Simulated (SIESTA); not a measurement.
In under changes of volume

One of the cells (27.220 Å³/atom); the others are scaled copies at fixed shape and fractional positions:

```
In
1.0
    -1.89499    1.89499    1.89499
     1.89499   -1.89499    1.89499
     1.89499    1.89499   -1.89499
In
1
Direct
  0.00000 0.00000 0.00000
```

This isn't the form of In at room conditions, which is tetragonal.

* Program: SIESTA 5.4.2
* Functional: PBE
* Potentials or basis: PseudoDojo 0.4 standard (PBE files)
* Basis: DZP (energy shift 0.003 Ry; two zetas on semicore shells)
* Grid cutoff: 500 Ry
* Energy shift: 0.003 Ry
* k mesh: 10 × 10 × 10
* Occupations: fermi-dirac, width 0.05 eV
* Spin: no spin polarisation

```tsv
volume (Å³/atom)	energy over the lowest point (meV/atom)	pressure (GPa)
25.085	?	?
25.618	19.21	3.0
26.152	10.77	2.2
27.220	2.08	0.8
27.753	0.23	0.3
28.287	0.00	-0.2
```

Problem. What does the run at 25.085 Å³/atom give?

Solution. Energy over the lowest point 30.71 meV/atom; pressure 4.0 GPa.

Worked out: A Birch-Murnaghan fit of order 3 (a polynomial in V^(-2/3)) to the other rows has its minimum at 28.22 Å³/atom with B0 = V·E''(V) = 14.4 GPa (rough, since the energies scatter). It gives 31.10 meV/atom at 25.085 Å³/atom, against the run's 30.71, and -dE/dV = 4.2 GPa, against 4.0.

Energies are extrapolated to zero smearing.

Caveats: the basis of atomic orbitals isn't converged, which shifts pressures, moduli and gaps.
